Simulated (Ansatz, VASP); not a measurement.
# Cross-check of Al2O3 (Corundum) between VASP and Ansatz

Wanted: the spread between two codes on one cell, functional and k mesh. Of the first pair: The cell is taken from a series of runs on this material, whose earlier steps may have relaxed, scaled, displaced or heated it; both programs get it as it stands.

Method: plane waves, with VASP 6.6.1 beside it; relaxation of cell and atoms at PBEsol with D3(BJ) and relaxation of cell and atoms at BLYP, in Ansatz 0.2.0.

**1. Set-up**

Symmetry: R-3c, No. 167, trigonal system. The conventional cell has a = 4.761 Å, b = 4.761 Å, c = 12.996 Å, α = 90.00°, β = 90.00°, γ = 120.00°. Al has 6 O at 1.85 to 1.97 Å nearest. Nearest to O lie 4 Al at 1.85 to 1.97 Å. Farther neighbours and most contacts between anions are not listed.

**2. Ansatz: relaxation of cell and atoms, PBEsol with D3(BJ)**

Ansatz runs on its default PAW (the set named soft_2) files.

The relaxed volume is the usual yardstick between codes: in a stiff, nearly cubic crystal its relative difference is about their pressure difference at one cell divided by the bulk modulus.

File input.yaml:

```yaml
crystal:
  lattice:
    - [2.38025, 1.3742379782, 4.3318666667]
    - [-2.38025, 1.3742379782, 4.3318666667]
    - [0.0, -2.7484759565, 4.3318666667]
  atoms:
    - { symbol: Al, position: [0.35216, 0.35216, 0.35216] }
    - { symbol: Al, position: [0.14784, 0.14784, 0.14784] }
    - { symbol: Al, position: [0.64784, 0.64784, 0.64784] }
    - { symbol: Al, position: [0.85216, 0.85216, 0.85216] }
    - { symbol: O, position: [0.55668, 0.94332, 0.25] }
    - { symbol: O, position: [0.25, 0.55668, 0.94332] }
    - { symbol: O, position: [0.94332, 0.25, 0.55668] }
    - { symbol: O, position: [0.44332, 0.05668, 0.75] }
    - { symbol: O, position: [0.75, 0.44332, 0.05668] }
    - { symbol: O, position: [0.05668, 0.75, 0.44332] }
kpoints:
  mp_grid: { grid: [6, 6, 6] }
hamiltonian:
  xc: pbesol
  dispersion: d3bj
scf:
  occupations: { method: gaussian, width: 0.02 }
output:
  forces: true
  stress: true
  eigenvalues: true
basis:
  ecutwfc: 420.0
relax:
  adjacent_minimum: "off"
  f_tol: 0.005
  max_steps: 60
  cell: { stress_tol: 0.03 }
```

Started as:

```bash
ansatz run input.yaml --threads 4 --pin off --max-ram 16384MiB --backend cpu --events-out ev --progress --plain --runs-dir out
```

Numbers of over 12 decimals in the logs are rounded to 6 here.

The program printed:

```text
Engine: ansatz 0.2.0, aarch64-unknown-linux-gnu
Pseudopotentials: kind: paw
Pseudopotential: Al, paw, valence charge 3, recommended cutoff 420 eV (normal), Al.paw.azcp
Pseudopotential: O, paw, valence charge 6, recommended cutoff 420 eV (normal), O.paw.azcp
Functional definition: PBEsol
  exchange = pbesol_x
  correlation = pbesol_c
Crystal: 10 atoms, lattice volume = 85.018 Å³
Basis set: ecut = 420 eV, 1653 PW (Γ), exchange–correlation on 72×72×72 points (8 copies of the dense FFT grid, shifted against one another)
Bands: 34, of which v1, the nominal top of the filled ones, is band 24 counted from 1 (23 counted from 0)
Symmetry: 12 space group operations
Space group: R-3c (ITA 167), of the structure as read, at distance tolerance 4.4e-5 Å
k-points: 32 of 216
Non-local potential: Al, projectors of the file, l = 0: 2, l = 1: 2, l = 2: 1
Non-local potential: O, projectors of the file, l = 0: 2, l = 1: 2, l = 2: 1
PAW form: soft (Blöchl's): semilocal exchange-correlation on the pseudo side does not see the compensation charge
PAW frozen core: Al, regenerated for the run's functional, and the local potential with it (the file was generated under x = pbe(κ = 0.804, μ = 0.219515), c = pbe(β = 0.066725))
PAW frozen core: O, regenerated for the run's functional, and the local potential with it (the file was generated under x = pbe(κ = 0.804, μ = 0.219515), c = pbe(β = 0.066725))
PAW one-centre angular grid: Al, 110 points (default); XC on 64 Gauss nodes
PAW one-centre angular grid: O, 110 points (default); XC on 64 Gauss nodes
Initial density: superposition of atomic densities (neutral atoms: chi_scale 0, normalization atom), corrected by the library's trained network
Initial wavefunctions: pseudopotential atomic-orbital guess
Functional: x = pbesol(κ = 0.804, μ = 0.123457), c = pbesol(β = 0.046)
SCF iter   1: F=—  HF=-5480.842038 eV  |F-HF|=—  |Δ(HF+E_count)|=         —  Δρ=1.62e-2  dr2=1.68e-1  ethr=1.77e-3  ⟨swp⟩=7.8  Hψ=5821  notcnv=0  defer=3
preconditioner: auto → Resta (q_TF=auto, 2.480 Å⁻¹)  ε∞=3.6  [insulator: Δε(μ)=5.999 eV  Ē_g=17.347 eV  σ=0.020 eV  W_gap=1.00  n_scr=20 (ndim 8)  ℏωp=27.9 eV  f_vac=0.000  D(μ)=0.00/eV (n_scr^D=0)  ε∞_Penn≈3.6]
SCF iter   2: F=—  HF=-5480.790857 eV  |F-HF|=—  |Δ(HF+E_count)|=   5.12e-2  Δρ=2.06e-3  dr2=1.61e-3  ethr=3.49e-4  ⟨swp⟩=2.6  Hψ=2164  notcnv=0  defer=121
SCF iter   3: F=—  HF=-5480.791052 eV  |F-HF|=—  |Δ(HF+E_count)|=   1.95e-4  Δρ=1.11e-3  dr2=5.38e-4  ethr=3.36e-6  ⟨swp⟩=1.8  Hψ=1184  notcnv=0  defer=121
SCF iter   4: F=—  HF=-5480.791131 eV  |F-HF|=—  |Δ(HF+E_count)|=   7.86e-5  Δρ=8.41e-5  dr2=5.60e-6  ethr=1.12e-6  ⟨swp⟩=2.0  Hψ=1569  notcnv=0  defer=121
SCF iter   5: F=—  HF=-5480.791144 eV  |F-HF|=—  |Δ(HF+E_count)|=   1.29e-5  Δρ=2.01e-5  dr2=2.62e-7  ethr=1.17e-8  ⟨swp⟩=2.4  Hψ=1679  notcnv=0  defer=121
SCF iter   6: F=-5480.791144 eV  HF=-5480.791144 eV  |F-HF|=4.47e-9  |Δ(HF+E_count)|=   5.60e-8  Δρ=3.01e-6  dr2=9.85e-9  ethr=2.08e-10  ⟨swp⟩=10.8  Hψ=5073  notcnv=0
SCF 1 converged in 6 iterations: F = -5480.791144 eV  dr2 = 9.85e-9
  greatest PAW one-centre occupation: 0.858 electrons in one spin orbital (limit 2), on the O atom at site 7 (counted from 0), in its partial waves of l = 0
relax step   1: F+E_penalty+E_count = -5480.79114382 eV  Δ(F+E_penalty+E_count) = +0.000e0 eV  max|allowed force component| = 8.238e-2 eV/Å  Δτ_max = 0.0000 Å  P = -2.027 GPa  Ω = 85.018 Å³  (6 SCF iters, dr2 threshold 1.00e-7 eV, accepted)
[...]
relax step   6: F+E_penalty+E_count = -5480.79660997 eV  Δ(F+E_penalty+E_count) = +3.839e-3 eV  max|allowed force component| = 2.997e-4 eV/Å  Δτ_max = 0.0000 Å  P = -0.083 GPa  Ω = 84.353 Å³  stress off target by 9.23e-2 GPa  SCF on the basis re-selected at this cell (its energy is not comparable with the rows above)  (5 SCF iters)
[...]
relax step   7: F+E_penalty+E_count = -5480.79678524 eV  Δ(F+E_penalty+E_count) = -1.753e-4 eV  max|allowed force component| = 4.272e-4 eV/Å  Δτ_max = 0.0000 Å  P = +0.001 GPa  Ω = 84.324 Å³  energy of the carried Pulay correction = +1.680e-4 eV  (4 SCF iters, dr2 threshold 2.13e-8 eV, accepted)
[...]
relax step   8: F+E_penalty+E_count = -5480.79650572 eV  Δ(F+E_penalty+E_count) = +2.795e-4 eV  max|allowed force component| = 4.408e-4 eV/Å  Δτ_max = 0.0000 Å  P = -0.001 GPa  Ω = 84.324 Å³  stress off target by 5.45e-3 GPa  SCF on the basis re-selected at this cell (its energy is not comparable with the rows above)  (4 SCF iters)
basis re-selected at this cell: Δ(F+E_penalty+E_count) = +2.795e-4 eV, ΔP = -0.002 GPa vs the last step (what re-selecting the basis moved, of the pressure what is left beyond the Pulay correction that the steps carried, after the strain that the cell walked since its last selection, with what the two solves' SCF thresholds leave and, on support functions, any second-order correction that the steps lacked; it is no m [...]
SCF converged after 4 iterations
Free energy (F): -5480.796506 eV
Harris-Foulkes:  -5480.796506 eV  (|F-HF|=3.64e-12)
Internal energy: -5480.796506 eV  (E = F + TS)
E sigma→0 (E₀):  -5480.796506 eV
Fermi energy:    10.852208 eV
--- Per-component energies (eV) ---
  E_band       = 65.237982
  E_kinetic    = 1181.479949
  E_local      = -1964.062236  (includes V_loc(G=0)·N_el)
  E_nonlocal   = 327.138649
  E_hartree    = 724.082470
  E_xc         = -606.729587
  E_vxc        = -693.745258  (∫ρ·V_xc dr)
  E_paw        = -2737.430878  (= ΣΔE_a)
  E_vpaw       = -233.753205  (= ΣTr[D̂ρ^β])
  E_aug_tail   = 0.015119  (compensation charges beyond the density's cutoff)
  E_ewald      = -2403.614700
  E_disp       = -1.963574  (pairwise vdW)
  E_core_change = 0.288284  (= ΣΔE_core)
  E_smearing   = -0.000000  (= −TS)
  E_closure    = -0.000000  (closes the sum)
  Σ components = -5480.796506   (vs F -5480.796506, Δ=0.00e0)
--- Forces (eV/Å), atoms counted from 1 ---
  atom   1  Al    -0.00000000     0.00000000    -0.00020485
  atom   2  Al    -0.00000000    -0.00000000     0.00020485
  atom   3  Al     0.00000000    -0.00000000     0.00020485
  atom   4  Al    -0.00000000     0.00000000    -0.00020485
  atom   5  O     -0.00044075     0.00000000    -0.00000000
  atom   6  O      0.00022038    -0.00038170    -0.00000000
  atom   7  O      0.00022038     0.00038170     0.00000000
  atom   8  O      0.00044075    -0.00000000     0.00000000
  atom   9  O     -0.00022038     0.00038170     0.00000000
  atom  10  O     -0.00022038    -0.00038170    -0.00000000
  max |Σ_I F_I| component: 1.73e-17 eV/Å
--- Stress (GPa, compression-positive) ---
       -0.003946       0.000000      -0.000000
        0.000000      -0.003946      -0.000000
       -0.000000      -0.000000       0.005451
  P = ⅓ Tr σ = -0.0008 GPa (-0.008 kbar)
--- Band table (eV; the first three rows and the last of 32) ---
  k-point 0: bands = [... 20 lower, 7.2246, 7.6960, 7.6960, 7.7460, 13.9584, 16.7685, 18.5343, 19.2270, ... 6 higher]
  k-point 1: bands = [... 20 lower, 7.0312, 7.3851, 7.6552, 7.6919, 14.5903, 17.2828, 18.0744, 18.8385, ... 6 higher]
  k-point 2: bands = [... 20 lower, 6.8713, 7.1793, 7.5030, 7.5516, 15.8999, 17.5303, 17.8124, 18.2439, ... 6 higher]
  k-point 31: bands = [... 20 lower, 7.3505, 7.3505, 7.3505, 7.3505, 16.3729, 16.3729, 18.7816, 18.7816, ... 6 higher]
--- Relaxed structure (6 steps of the walk, 6 accepted, 2 SCFs on fresh bases) ---
  F+E_penalty+E_count = -5480.79650572 eV   max|allowed force component| = 4.408e-4 eV/Å   (the final SCF, on the basis selected at the relaxed cell)
  cell:  # Å, volume = 84.3244 Å³
    - [2.375240, 1.371345, 4.314671]
    - [-2.375240, 1.371345, 4.314671]
    - [0, -2.742691, 4.314671]
  atoms:
    - { symbol: Al, position: [0.352045, 0.352045, 0.352045] }
    - { symbol: Al, position: [0.147955, 0.147955, 0.147955] }
    - { symbol: Al, position: [0.647955, 0.647955, 0.647955] }
    - { symbol: Al, position: [0.852045, 0.852045, 0.852045] }
    - { symbol: O, position: [0.556014, 0.943986, 0.250000] }
    - { symbol: O, position: [0.250000, 0.556014, 0.943986] }
    - { symbol: O, position: [0.943986, 0.25, 0.556014] }
    - { symbol: O, position: [0.443986, 0.056014, 0.75] }
    - { symbol: O, position: [0.750000, 0.443986, 0.056014] }
    - { symbol: O, position: [0.056014, 0.750000, 0.443986] }
```

In the SCF lines HF is the Harris–Foulkes energy and dr2 the Hartree energy of the density residual, in eV; the loop may stop once dr2 is under the threshold and the program's other checks hold. Hψ counts applications of the Hamiltonian.

[end of part 1 of 2]

[Lines on the potential files, build, host, timing and source positions are cut from VASP's logs without a mark.]

[Logs are printed without paths, hosts, clocks, repeated set-up lines and the standing remarks that a program may print on its own settings, such as how far it seeks lower states.]

[Hosts, paths, dates, database ids (printed as entryN), source tags and the programs' standing remarks are cut or masked in the printed files.]
